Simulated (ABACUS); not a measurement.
Runs of ABACUS 3.10.1 on AlCo. Symmetry: Pm-3m, No. 221, cubic system. The conventional cell has a = 2.819 Å, b = 2.819 Å, c = 2.819 Å, α = 90.00°, β = 90.00°, γ = 90.00°. Co (site symmetry m-3m) is surrounded by 8 Al at 2.44 Å. Al (site symmetry m-3m) is surrounded by 8 Co at 2.44 Å. The cell is a database's computed one.

```tsv
level	potentials or basis	cutoff (eV)	radial cutoff of the potentials (pseudo_rcut)	SCF threshold on the density	eigensolver	V0 of scaled cells (Å³/atom)	B0 (GPa)
PBE	PseudoDojo NC SR 0.4.1 PBE standard, TZDP LCAO (the cutoffs set its grid)	1361	10 bohr	1e-07	genelpa	11.63	178
PBEsol	PseudoDojo NC SR 0.4.1 PBEsol standard, plane waves	1320	7 bohr	1e-08	dav	11.25	(b)
PBE	PseudoDojo NC SR 0.4.1 PBE standard, DZP LCAO (the cutoffs set its grid)	1361	10 bohr	1e-07	genelpa	11.66	175
PBE	PseudoDojo NC SR 0.4.1 PBE standard, plane waves	1320	10 bohr	1e-08	dav	(a)	(c)
```

Alike in all rows: task equation of state; spin collinear, ferromagnetic start; cell as given; k mesh 9 × 9 × 9; smearing fermi-dirac 0.05 eV.

Task: Fill in the values left out.

Result: (a) 11.59; (b) 193; (c) 180.

Caveats: the atomic orbitals were generated for these runs and aren't a published set (some runs); the basis of atomic orbitals isn't converged, which shifts pressures, moduli and gaps (some runs).

Not every run made on this cell is shown here.
